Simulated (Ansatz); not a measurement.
# HfC (Fm-3m) in Ansatz: further runs

The runs below take HfC through relaxation of cell and atoms, single point, with revPBE, BLYP, PBE.

Everything below comes from runs of Ansatz 0.2.0. Logs are shortened: lines on timing, memory, paths and dates and some standing lists are left out, and cuts for length are marked.

### 1 The structure

It takes space group Fm-3m (No. 225, cubic). The conventional cell has a = 4.650 Å, b = 4.650 Å, c = 4.650 Å, α = 90.00°, β = 90.00°, γ = 90.00°. Around Hf (site symmetry m-3m) lie 6 C at 2.33 Å. C (site symmetry m-3m) is surrounded by 6 Hf at 2.33 Å.

### 2 Relaxation of cell and atoms, revPBE

The input, input.yaml:

```yaml
crystal:
  lattice:
    - [0.0, 2.325, 2.325]
    - [2.325, 0.0, 2.325]
    - [2.325, 2.325, 0.0]
  atoms:
    - { symbol: Hf, position: [0.5, 0.5, 0.5] }
    - { symbol: C, position: [0.0, 0.0, 0.0] }
hamiltonian:
  xc: revpbe
  pseudopotentials: { kind: paw }
kpoints:
  mp_grid: { grid: [10, 10, 10] }
scf:
  occupations: { method: fermi_dirac, width: 0.05 }
output:
  forces: true
  stress: true
relax:
  f_tol: 0.01
  max_steps: 40
  cell: { stress_tol: 0.05 }
```

Potentials or basis: Ansatz PAW.

Command:

```console
$ ansatz run input.yaml --threads 2 --pin off --max-ram 5632MiB --backend cpu --events-out ev --progress --plain --runs-dir out
```

Log:

```text
Warning: RAYON_NUM_THREADS=2 ignored (pool sized by the plan → 2); use --threads N
Engine: ansatz 0.2.0, x86_64-unknown-linux-gnu
Pseudopotentials: kind: paw
Pseudopotential: Hf, paw, valence charge 26, recommended cutoff 420 eV (normal), Hf.paw.azcp
Pseudopotential: C, paw, valence charge 4, recommended cutoff 420 eV (normal), C.paw.azcp
Functional definition: revPBE
  parameter kappa = 1.245
  parameter beta = 0.06672455060314922
  exchange = pbe_x(kappa = kappa, mu = beta*pi^2/3)
  correlation = pbe_c(beta = beta)
Crystal: 2 atoms, lattice volume = 25.136 Å³
Basis set: ecut = 420 eV, 531 PW (Γ), exchange–correlation on 48×48×48 points (8 copies of the dense FFT grid, shifted against one another)
Bands: 19, of which v1, the nominal top of the filled ones, is band 15 counted from 1 (14 counted from 0)
Symmetry: 48 space group operations
Space group: Fm-3m (ITA 225), of the structure as read, at distance tolerance 2.9e-5 Å
k-points: 47 of 1000
Non-local potential: Hf, projectors of the file, l = 0: 3, l = 1: 2, l = 2: 2, l = 3: 3
Non-local potential: C, projectors of the file, l = 0: 2, l = 1: 2, l = 2: 1
PAW form: soft (Blöchl's): semilocal exchange-correlation on the pseudo side does not see the compensation charge
PAW frozen core: Hf, regenerated for the run's functional, and the local potential with it (the file was generated under x = pbe(κ = 0.804, μ = 0.2195149727645171), c = pbe(β = 0.06672455060314922))
PAW frozen core: C, regenerated for the run's functional, and the local potential with it (the file was generated under x = pbe(κ = 0.804, μ = 0.2195149727645171), c = pbe(β = 0.06672455060314922))
PAW one-centre angular grid: Hf, 590 points (default); XC on 64 Gauss nodes
PAW one-centre angular grid: C, 110 points (default); XC on 64 Gauss nodes
Initial density: superposition of atomic densities (neutral atoms: chi_scale 0, normalization atom), corrected by the library's trained network
Initial wavefunctions: pseudopotential atomic-orbital guess
Functional: x = revpbe(κ = 1.245, μ = 0.2195149727645171), c = pbe(β = 0.06672455060314922)
SCF iter   1: F=—  HF=-15983.872510 eV  |F-HF|=—  |Δ(HF+E_count)|=         —  Δρ=2.33e-3  dr2=7.47e-4  ethr=1.77e-3  ⟨swp⟩=4.9  Hψ=3672  notcnv=0
preconditioner: auto → Kerker (q_TF=auto, 2.810 Å⁻¹)  [metal: Δε(μ)=0.138 eV  Ē_g=18.204 eV  σ=0.050 eV  W_gap=0.48  n_scr=14 (ndim 8)  ℏωp=39.2 eV  f_vac=0.000  D(μ)=0.33/eV (n_scr^D=0)]
SCF iter   2: F=—  HF=-15983.872439 eV  |F-HF|=—  |Δ(HF+E_count)|=   7.07e-5  Δρ=1.43e-3  dr2=2.52e-4  ethr=2.49e-6  ⟨swp⟩=2.3  Hψ=1892  notcnv=0
SCF iter   3: F=—  HF=-15983.872485 eV  |F-HF|=—  |Δ(HF+E_count)|=   4.63e-5  Δρ=5.79e-4  dr2=3.94e-5  ethr=8.42e-7  ⟨swp⟩=2.3  Hψ=1537  notcnv=0
SCF iter   4: F=—  HF=-15983.872451 eV  |F-HF|=—  |Δ(HF+E_count)|=   3.43e-5  Δρ=1.11e-4  dr2=1.96e-6  ethr=1.31e-7  ⟨swp⟩=2.3  Hψ=1602  notcnv=0
SCF iter   5: F=—  HF=-15983.872452 eV  |F-HF|=—  |Δ(HF+E_count)|=   1.05e-6  Δρ=5.19e-5  dr2=2.77e-7  ethr=6.55e-9  ⟨swp⟩=2.3  Hψ=1316  notcnv=0
SCF iter   6: F=-15983.872452 eV  HF=-15983.872452 eV  |F-HF|=1.95e-9  |Δ(HF+E_count)|=   4.27e-7  Δρ=8.45e-6  dr2=9.30e-9  ethr=3.33e-10  ⟨swp⟩=5.2  Hψ=3664  notcnv=0
SCF 1 converged in 6 iterations: F = -15983.872452 eV  dr2 = 9.30e-9
relax step   1: F+E_penalty+E_count = -15983.87245229 eV  Δ(F+E_penalty+E_count) = +0.000e0 eV  max|allowed force component| = 6.199e-29 eV/Å  Δτ_max = 0.0000 Å  P = +3.196 GPa  Ω = 25.136 Å³  (6 SCF iters, dr2 threshold 1.00e-7 eV, accepted)
Crystal: 2 atoms, lattice volume = 25.737 Å³
Initial density: handed on by an earlier stage of this run
Initial wavefunctions: those handed on with the density
iter 1 solved again at ethr=1.26e-5 eV; its pass at ethr=3.10e-3 eV (dr2=3.78e-3 eV) is discarded
SCF iter   1: F=—  HF=-15983.874035 eV  |F-HF|=—  |Δ(HF+E_count)|=         —  Δρ=3.25e-3  dr2=3.38e-3  ethr=1.26e-5  ⟨swp⟩=1.2  Hψ=4990  notcnv=0
preconditioner: auto → Kerker (q_TF=auto, 2.799 Å⁻¹)  [metal: Δε(μ)=0.122 eV  Ē_g=18.150 eV  σ=0.050 eV  W_gap=0.43  n_scr=14 (ndim 8)  ℏωp=38.7 eV  f_vac=0.000  D(μ)=0.35/eV (n_scr^D=0)]
SCF iter   2: F=—  HF=-15983.873336 eV  |F-HF|=—  |Δ(HF+E_count)|=   6.99e-4  Δρ=1.00e-3  dr2=3.05e-4  ethr=1.13e-5  ⟨swp⟩=2.0  Hψ=1101  notcnv=0
SCF iter   3: F=—  HF=-15983.873289 eV  |F-HF|=—  |Δ(HF+E_count)|=   4.70e-5  Δρ=3.44e-4  dr2=2.61e-5  ethr=1.02e-6  ⟨swp⟩=2.0  Hψ=1407  notcnv=0
SCF iter   4: F=—  HF=-15983.873276 eV  |F-HF|=—  |Δ(HF+E_count)|=   1.31e-5  Δρ=2.58e-4  dr2=1.87e-5  ethr=8.70e-8  ⟨swp⟩=2.0  Hψ=1576  notcnv=0
SCF iter   5: F=—  HF=-15983.873273 eV  |F-HF|=—  |Δ(HF+E_count)|=   2.23e-6  Δρ=4.74e-5  dr2=6.62e-7  ethr=6.22e-8  ⟨swp⟩=2.2  Hψ=1156  notcnv=0
SCF iter   6: F=—  HF=-15983.873274 eV  |F-HF|=—  |Δ(HF+E_count)|=   5.17e-7  Δρ=2.10e-5  dr2=1.03e-7  ethr=6.67e-10  ⟨swp⟩=4.8  Hψ=3465  notcnv=0
SCF iter   7: F=-15983.873274 eV  HF=-15983.873274 eV  |F-HF|=5.46e-9  |Δ(HF+E_count)|=   2.76e-8  Δρ=4.23e-6  dr2=4.08e-9  ethr=3.45e-10  ⟨swp⟩=4.1  Hψ=3152  notcnv=0
SCF 2 converged in 7 iterations: F = -15983.873274 eV  dr2 = 4.08e-9
relax step   2: F+E_penalty+E_count = -15983.87327377 eV  Δ(F+E_penalty+E_count) = -8.215e-4 eV  max|allowed force component| = 2.978e-29 eV/Å  Δτ_max = 0.0000 Å  P = -2.215 GPa  Ω = 25.737 Å³  energy of the carried Pulay correction = -8.219e-4 eV  (7 SCF iters, dr2 threshold 2.00e-7 eV, accepted)
Crystal: 2 atoms, lattice volume = 25.487 Å³
iter 1 solved again at ethr=2.01e-6 eV; its pass at ethr=3.10e-3 eV (dr2=6.04e-4 eV) is discarded
SCF iter   1: F=—  HF=-15983.875513 eV  |F-HF|=—  |Δ(HF+E_count)|=         —  Δρ=1.32e-3  dr2=5.49e-4  ethr=2.01e-6  ⟨swp⟩=2.1  Hψ=4610  notcnv=0
preconditioner: auto → Kerker (q_TF=auto, 2.803 Å⁻¹)  [metal: Δε(μ)=0.135 eV  Ē_g=18.153 eV  σ=0.050 eV  W_gap=0.48  n_scr=14 (ndim 8)  ℏωp=38.9 eV  f_vac=0.000  D(μ)=0.35/eV (n_scr^D=0)]
SCF iter   2: F=—  HF=-15983.875402 eV  |F-HF|=—  |Δ(HF+E_count)|=   1.12e-4  Δρ=4.11e-4  dr2=4.97e-5  ethr=1.83e-6  ⟨swp⟩=2.0  Hψ=1101  notcnv=0
SCF iter   3: F=—  HF=-15983.875384 eV  |F-HF|=—  |Δ(HF+E_count)|=   1.72e-5  Δρ=1.34e-4  dr2=4.16e-6  ethr=1.66e-7  ⟨swp⟩=2.0  Hψ=1400  notcnv=0
SCF iter   4: F=—  HF=-15983.875384 eV  |F-HF|=—  |Δ(HF+E_count)|=   2.99e-7  Δρ=9.69e-5  dr2=2.69e-6  ethr=1.39e-8  ⟨swp⟩=2.0  Hψ=1551  notcnv=0
SCF iter   5: F=—  HF=-15983.875384 eV  |F-HF|=—  |Δ(HF+E_count)|=   5.16e-7  Δρ=2.58e-5  dr2=2.04e-7  ethr=8.95e-9  ⟨swp⟩=2.9  Hψ=1524  notcnv=0
SCF iter   6: F=-15983.875384 eV  HF=-15983.875384 eV  |F-HF|=2.62e-8  |Δ(HF+E_count)|=   8.99e-9  Δρ=8.83e-6  dr2=1.90e-8  ethr=6.67e-10  ⟨swp⟩=4.3  Hψ=3226  notcnv=0
SCF 3 converged in 6 iterations: F = -15983.875384 eV  dr2 = 1.90e-8
relax step   3: F+E_penalty+E_count = -15983.87538354 eV  Δ(F+E_penalty+E_count) = -2.110e-3 eV  max|allowed force component| = 3.054e-29 eV/Å  Δτ_max = 0.0000 Å  P = -0.045 GPa  Ω = 25.487 Å³  energy of the carried Pulay correction = -4.831e-4 eV  (6 SCF iters, dr2 threshold 2.00e-7 eV, accepted)
Initial wavefunctions: pseudopotential atomic-orbital guess (no wavefunctions were taken with the density)
iter 1 solved again at ethr=1.48e-8 eV; its pass at ethr=3.10e-3 eV (dr2=4.44e-6 eV) is discarded
SCF iter   1: F=—  HF=-15983.875866 eV  |F-HF|=—  |Δ(HF+E_count)|=         —  Δρ=4.56e-5  dr2=1.21e-7  ethr=1.48e-8  ⟨swp⟩=3.6  Hψ=6596  notcnv=0
preconditioner: auto → Kerker (q_TF=auto, 2.803 Å⁻¹)  [metal: Δε(μ)=0.134 eV  Ē_g=18.160 eV  σ=0.050 eV  W_gap=0.47  n_scr=14 (ndim 8)  ℏωp=38.9 eV  f_vac=0.000  D(μ)=0.35/eV (n_scr^D=0)]
SCF iter   2: F=—  HF=-15983.875867 eV  |F-HF|=—  |Δ(HF+E_count)|=   1.13e-6  Δρ=2.49e-5  dr2=4.15e-8  ethr=4.02e-10  ⟨swp⟩=2.1  Hψ=1617  notcnv=0
SCF iter   3: F=—  HF=-15983.875867 eV  |F-HF|=—  |Δ(HF+E_count)|=   4.16e-8  Δρ=1.44e-5  dr2=1.33e-8  ethr=1.38e-10  ⟨swp⟩=2.1  Hψ=1438  notcnv=0
SCF iter   4: F=—  HF=-15983.875867 eV  |F-HF|=—  |Δ(HF+E_count)|=   1.92e-8  Δρ=5.09e-6  dr2=2.51e-9  ethr=4.44e-11  ⟨swp⟩=2.5  Hψ=1335  notcnv=0
SCF iter   5: F=—  HF=-15983.875867 eV  |F-HF|=—  |Δ(HF+E_count)|=   2.20e-9  Δρ=9.75e-7  dr2=2.00e-10  ethr=8.36e-12  ⟨swp⟩=2.4  Hψ=1321  notcnv=0
SCF iter   6: F=-15983.875867 eV  HF=-15983.875867 eV  |F-HF|=0.00e0  |Δ(HF+E_count)|=  4.18e-11  Δρ=1.44e-7  dr2=3.46e-12  ethr=1.00e-12  ⟨swp⟩=4.7  Hψ=4911  notcnv=0
SCF 4 converged in 6 iterations: F = -15983.875867 eV  dr2 = 3.46e-12
relax step   4: F+E_penalty+E_count = -15983.87586684 eV  Δ(F+E_penalty+E_count) = -4.833e-4 eV  max|allowed force component| = 4.207e-29 eV/Å  Δτ_max = 0.0000 Å  P = -0.026 GPa  Ω = 25.487 Å³  stress off target by 2.56e-2 GPa  SCF on the basis re-selected at this cell (its energy is not comparable with the rows above)  (6 SCF iters)
basis re-selected at this cell: Δ(F+E_penalty+E_count) = -4.833e-4 eV, ΔP = +0.019 GPa vs the last step (what re-selecting the basis moved, of the pressure what is left beyond the Pulay correction that the steps carried, after the strain that the cell walked since its last selection, with what the two solves' SCF thresholds leave and, on support functions, any second-order correction that the steps lacked; it is no measure of the basis error at this ecutwfc). This SCF's stress stands 2.56e-2 GPa from its target on what of the cell is left free (relax.cell.stress_tol is 5.00e-2 GPa) and its largest allowed force component is 4.21e-29 eV/Å (relax.f_tol is 1.00e-2 eV/Å): within both
SCF converged after 6 iterations
Free energy (F): -15983.875867 eV
Harris-Foulkes:  -15983.875867 eV  (|F-HF|=0.00e0)
Internal energy: -15983.872990 eV  (E = F + TS)
E sigma→0 (E₀):  -15983.874428 eV
Entropy (-TS):   -0.002877 eV (-1.438 meV/atom)
Fermi energy:    19.958087 eV
--- Per-component energies (eV) ---
  E_band       = 103.532002
  E_kinetic    = 510.358994
  E_local      = -5023.143575  (includes V_loc(G=0)·N_el)
  E_nonlocal   = -1218.756217
  E_hartree    = 2371.800422
  E_xc         = -348.996466
  E_vxc        = -326.526447  (∫ρ·V_xc dr)
  E_paw        = -7035.846004  (= ΣΔE_a)
  E_vpaw       = 1417.998389  (= ΣTr[D̂ρ^β])
  E_aug_tail   = 0.000006  (compensation charges beyond the density's cutoff)
  E_ewald      = -5239.146314
  E_core_change = -0.143836  (= ΣΔE_core)
  E_smearing   = -0.002877  (= −TS)
  E_closure    = -0.000000  (closes the sum)
  Σ components = -15983.875867   (vs F -15983.875867, Δ=0.00e0)
--- Forces (eV/Å), atoms counted from 1 ---
  atom   1  Hf     0.00000000    -0.00000000    -0.00000000
  atom   2  C      0.00000000     0.00000000     0.00000000
  max |Σ_I F_I| component: 8.41e-29 eV/Å
--- Stress (GPa, compression-positive) ---
       -0.025631       0.000000      -0.000000
       -0.000000      -0.025631      -0.000000
        0.000000      -0.000000      -0.025631
  P = ⅓ Tr σ = -0.0256 GPa (-0.256 kbar)
--- Relaxed structure (3 steps of the walk, 3 accepted, 1 SCFs on fresh bases) ---
  F+E_penalty+E_count = -15983.87586684 eV   max|allowed force component| = 4.207e-29 eV/Å   (the final SCF, on the basis selected at the relaxed cell)
  cell:  # Å, volume = 25.4875 Å³
    - [-3.4617678938334587e-34, 2.3357811293990953, 2.3357811293990953]
    - [2.3357811293990953, -1.5795653301976324e-33, 2.3357811293990953]
    - [2.3357811293990953, 2.3357811293990953, -1.1104825943176845e-33]
  atoms:
    - { symbol: Hf, position: [0.5, 0.5, 0.5] }
    - { symbol: C, position: [-1.5100257180094473e-36, -6.471538791969082e-37, 6.687256751303759e-36] }
```

Run time: 3.4 s. Hardware: 2 threads of Intel Xeon Platinum 8488C (Sapphire Rapids), shared host; peak memory 0.38 GiB.

Results:

| Quantity | Value |
| --- | --- |
| Free energy | -15983.8759 eV |
| Relaxed volume | 12.74 Å³/atom |
| Relaxed cell | a = 3.303 Å, b = 3.303 Å, c = 3.303 Å, α = 60.00°, β = 60.00°, γ = 60.00° |
| Space group after relaxing (to 0.05 Å) | Fm-3m (No. 225) |
| Energy gained by relaxing | 1.7 meV/atom |
| Ionic steps | 4 |
| Pressure after relaxing | 0.0 GPa |

Step by step:
```csv
step,energy change (eV),largest force (eV/Å),volume (Å³)
1,0.0000,0.0000,25.14
2,-0.0008,0.0000,25.74
3,-0.0029,0.0000,25.49
4,-0.0034,0.0000,25.49
```

Final structure:
```xyz
2
Lattice="0.0000 2.3358 2.3358 2.3358 0.0000 2.3358 2.3358 2.3358 0.0000" Properties=species:S:1:pos:R:3 pbc="T T T"
Hf    2.3358    2.3358    2.3358
C     0.0000    0.0000    0.0000
```

Caveat: the plane-wave basis is chosen anew once the cell has moved, so the energies of steps on either side of that aren't comparable; the PAW data sets come from PBE, with cores solved anew for the run's functional, which leaves a small shift of forces and pressure.

### 3 Relaxation of cell and atoms, BLYP

input.yaml, as its differences from that of step 2:

```diff
@@ -9,3 +9,3 @@
 hamiltonian:
-  xc: revpbe
+  xc: blyp
   pseudopotentials: { kind: paw }
```

Potentials or basis: Ansatz PAW.

Command:

```console
$ ansatz run input.yaml --threads 2 --pin off --max-ram 5632MiB --backend cpu --events-out ev --progress --plain --runs-dir out
```

Run time: 3.9 s. Hardware: 2 threads of Intel Xeon Platinum 8488C (Sapphire Rapids), shared host; peak memory 0.38 GiB.

It converged, with:

```
Free energy                            : -15998.6114 eV
Relaxed volume                         : 12.98 Å³/atom
Relaxed cell                           : a = 3.324 Å, b = 3.324 Å, c = 3.324 Å, α = 60.00°, β = 60.00°, γ = 60.00°
Space group after relaxing (to 0.05 Å) : Fm-3m (No. 225)
Energy gained by relaxing              : 9.4 meV/atom
Ionic steps                            : 7
Pressure after relaxing                : 0.0 GPa
```

The path:
```csv
step,energy change (eV),largest force (eV/Å),volume (Å³)
1,0.0000,0.0000,25.14
2,-0.0067,0.0000,26.57
3,-0.0173,0.0000,25.98
4,-0.0174,0.0000,25.95
5,-0.0188,0.0000,25.95
6,-0.0188,0.0000,25.96
7,-0.0189,0.0000,25.96
```

Final structure:
```xyz
2
Lattice="0.0000 2.3501 2.3501 2.3501 0.0000 2.3501 2.3501 2.3501 0.0000" Properties=species:S:1:pos:R:3 pbc="T T T"
Hf    2.3501    2.3501    2.3501
C     0.0000    0.0000    0.0000
```

Caveat: the plane-wave basis is chosen anew once the cell has moved, so the energies of steps on either side of that aren't comparable; the PAW data sets come from PBE, with cores solved anew for the run's functional, which leaves a small shift of forces and pressure. Zero-point motion and thermal expansion aren't in these numbers.

### 4 Single point, PBE

The input, input.yaml:

```yaml
crystal:
  lattice:
    - [0.0, 2.325, 2.325]
    - [2.325, 0.0, 2.325]
    - [2.325, 2.325, 0.0]
  atoms:
    - { symbol: Hf, position: [0.5, 0.5, 0.5] }
    - { symbol: C, position: [0.0, 0.0, 0.0] }
hamiltonian:
  xc: pbe
  pseudopotentials: { kind: paw }
kpoints:
  mp_grid: { grid: [10, 10, 10] }
scf:
  occupations: { method: gaussian, width: 0.012 }
output:
  forces: true
  stress: true
  eigenvalues: true
```

Command:

```console
$ ansatz run input.yaml --threads 2 --pin off --max-ram 5632MiB --backend cpu --events-out ev --progress --plain --runs-dir out
```

It took 0.66 s on 2 threads of Intel Xeon Platinum 8488C (Sapphire Rapids), shared host; peak memory 0.37 GiB.

It converged, with:

- Free energy: -15974.1389 eV
- Pressure: 0.2 GPa
- Band gap on the k mesh: none (metal or under the smearing width)

Levels at points of the mesh, in eV from the Fermi level:
| k point | band 12 | band 13 | band 14 | band 15 | band 16 | band 17 | band 18 | band 19 |
| --- | --- | --- | --- | --- | --- | --- | --- | --- |
| (0.00, 0.00, 0.00) | -11.04 | 1.01 | 1.01 | 1.01 | 1.33 | 1.33 | 1.33 | 3.33 |
| (0.00, 0.00, -0.50) | -8.49 | -6.20 | -3.05 | -3.05 | 5.25 | 5.25 | 5.71 | 6.52 |
| (0.00, -0.50, -0.50) | -10.48 | -2.66 | -1.83 | -0.12 | -0.12 | 5.25 | 6.67 | 6.67 |

Spin-orbit coupling is left out, which matters for the levels of Hf.

### 5 Single point, PBE

input.yaml, as its differences from that of step 4:

```diff
@@ -14,3 +14,3 @@
 scf:
-  occupations: { method: gaussian, width: 0.012 }
+  occupations: { method: gaussian, width: 0.013 }
 output:
```

Command:

```console
$ ansatz run input.yaml --threads 2 --pin off --max-ram 5632MiB --backend cpu --events-out ev --progress --plain --runs-dir out
```

Run time: 0.68 s. Hardware: 2 threads of Intel Xeon Platinum 8488C (Sapphire Rapids), shared host; peak memory 0.36 GiB.

Results (log left out):

- Free energy: -15974.1389 eV
- Pressure: 0.2 GPa
- Band gap on the k mesh: none (metal or under the smearing width)

Levels at points of the mesh, in eV from the Fermi level:
```
             k point  band 12  band 13  band 14  band 15  band 16  band 17  band 18  band 19
  (0.00, 0.00, 0.00)   -11.04     1.01     1.01     1.01     1.33     1.33     1.33     3.33
 (0.00, 0.00, -0.50)    -8.49    -6.20    -3.05    -3.05     5.25     5.25     5.71     6.52
(0.00, -0.50, -0.50)   -10.48    -2.66    -1.83    -0.12    -0.12     5.25     6.67     6.67
```

### 6 The runs side by side

```csv
task,level,cell,smearing,gap on the mesh (eV),pressure (GPa),relaxed volume (Å³/atom)
relaxation of cell and atoms,revPBE,relaxed,fermi-dirac 0.05 eV,-,0.0,12.74
relaxation of cell and atoms,BLYP,relaxed,fermi-dirac 0.05 eV,-,0.0,12.98
single point,PBE,as given,gaussian 0.012 eV,none,0.2,-
single point,PBE,as given,gaussian 0.013 eV,none,0.2,-
```

Alike in all rows: potentials or basis Ansatz PAW; no spin polarisation; k mesh 10 × 10 × 10; cutoff (eV) 420.

Caveats: the plane-wave basis is chosen anew once the cell has moved, so the energies of steps on either side of that aren't comparable (some runs); the PAW data sets come from PBE, with cores solved anew for the run's functional, which leaves a small shift of forces and pressure (some runs).

Absolute energies hang on the potentials; compare differences alone.
